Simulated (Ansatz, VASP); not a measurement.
**Two plane-wave programs on Se**

INCAR

```
SYSTEM = Se
PREC = Accurate
ENCUT = 520
EDIFF = 1E-6
ISMEAR = 0
SIGMA = 0.05
LREAL = .FALSE.
LASPH = .TRUE.
NELM = 100
ALGO = Normal
ISIF = 2
LWAVE = .FALSE.
LCHARG = .TRUE.
GGA = PE
IVDW = 12
LELF = .TRUE.
LVHAR = .TRUE.
NBANDS = 16
```

Contents of KPOINTS:

```
regular mesh
0
G
  9 9 8
  0 0 0
```

File POSCAR:

```
Se
1.0
    4.0681465822      0.0000000000      0.0000000000
   -2.0340732911      3.5231182865      0.0000000000
    0.0000000000      0.0000000000      5.1277306245
Se
3
Direct
    0.2473450684      0.0000000000      0.3333333333
    0.0000000000      0.2473450684      0.6666666667
    0.7526549316      0.7526549316      0.0000000000
```

Input for Ansatz:

```yaml
crystal:
  lattice:
    - [4.0681465822, 0.0, 0.0]
    - [-2.0340732911, 3.5231182865, 0.0]
    - [0.0, 0.0, 5.1277306245]
  atoms:
    - { symbol: Se, position: [0.2473450684, 0.0, 0.3333333333] }
    - { symbol: Se, position: [0.0, 0.2473450684, 0.6666666667] }
    - { symbol: Se, position: [0.7526549316, 0.7526549316, 0.0] }
basis:
  ecutwfc: 420
kpoints:
  mp_grid: { grid: [9, 9, 8] }
hamiltonian:
  xc: pbe
  dispersion: d3bj
scf:
  occupations: { method: gaussian, width: 0.05 }
output:
  forces: true
  stress: true
  eigenvalues: true
```

Alike in both runs: task single point; functional PBE; dispersion D3(BJ); k mesh 9 × 9 × 8; occupations gaussian, width 0.05 eV; no spin polarisation.

|  | VASP | Ansatz |
| --- | --- | --- |
| version | VASP 6.6.1 | Ansatz 0.2.0 |
| potentials or method | VASP PAW PBE potentials, release 64 (Se) | scalar-relativistic, plane waves, PAW |
| plane-wave cutoff (eV) | 520 | 420 |
| valence electrons in the cell | 18 | 48 |

|  | VASP | Ansatz | Ansatz less VASP |
| --- | --- | --- | --- |
| gap on the k mesh at the Fermi level (eV) | 0.53 | 0.54 | +0.009 |
| least direct gap on the mesh (eV) | 0.53 | 0.54 | +0.009 |
| pressure (GPa) | 0.1 | 0.0 | -0.10 |
| largest component of the traceless stress (GPa) | 0.05 | 0.01 | -0.043 |
| rms of the force components (eV/Å) | 0.011 | 0.001 | -0.0092 |

Atom by atom the forces differ by 0.012 eV/Å (rms over components). The two sets of potentials don't hold the same shells in valence.

Caveats: an odd mesh through Γ misses points on the zone boundary, where band edges often lie. As with any semilocal functional, this PBE gap is likely too small.
